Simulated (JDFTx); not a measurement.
Set up this calculation in JDFTx 1.7.0 (patched build), as the native input.

```
Task                                    : single point
Functional                              : PBE
Potentials or basis                     : PseudoDojo-SR-PBE-0.5-standard
Cutoff                                  : 1143 eV
Density cutoff                          : 4572 eV
k mesh                                  : 8 × 8 × 8
Occupations                             : fermi-dirac, width 0.05 eV
Spin                                    : no spin polarisation
Bands                                   : 21
Density cutoff over wavefunction cutoff : 4
Max SCF steps                           : 100
SCF threshold on the energy             : 1e-08 Ha
Solver of the electrons                 : scf
Further solve for the empty bands       : yes
```

The system is GaAs.

```
As Ga
1.0
     0.00000    2.82685    2.82685
     2.82685    0.00000    2.82685
     2.82685    2.82685    0.00000
As Ga
1 1
Direct
  0.75000 0.75000 0.75000
  0.00000 0.00000 0.00000
```

One way to write it, as run:

GaAs.in

```
lattice \
    0.0000000000     5.3419722954     5.3419722954 \
    5.3419722954     0.0000000000     5.3419722954 \
    5.3419722954     5.3419722954     0.0000000000
coords-type Lattice
ion As     0.7500000000     0.7500000000     0.7500000000 1
ion Ga     0.0000000000     0.0000000000     0.0000000000 1

ion-species pseudo/As.upf
ion-species pseudo/Ga.upf
elec-cutoff 42
elec-ex-corr gga-PBE
kpoint-folding 8 8 8
elec-smearing Fermi 0.0018374661
elec-n-bands 21
electronic-SCF nIterations 100 energyDiffThreshold 1e-08
electronic-minimize nIterations 30 energyDiffThreshold 1e-7
converge-empty-states yes
forces-output-coords Cartesian

dump-name run.$VAR
dump End Ecomponents EigStats BandEigs Kpoints Forces Stress ElecDensity Dtot KEdensity
```

Potentials or basis: PseudoDojo-SR-PBE-0.5-standard.

Launch:

```sh
$ jdftx -c 1 -i GaAs.in -o GaAs.out
```

It gave:

```yaml
Pressure: 3.4 GPa
Band_gap_on_the_k_mesh: 0.52 eV, direct
```

It took 2.1 min on 1 thread of Arm Neoverse V1, on a shared host, peak memory 0.14 GiB.
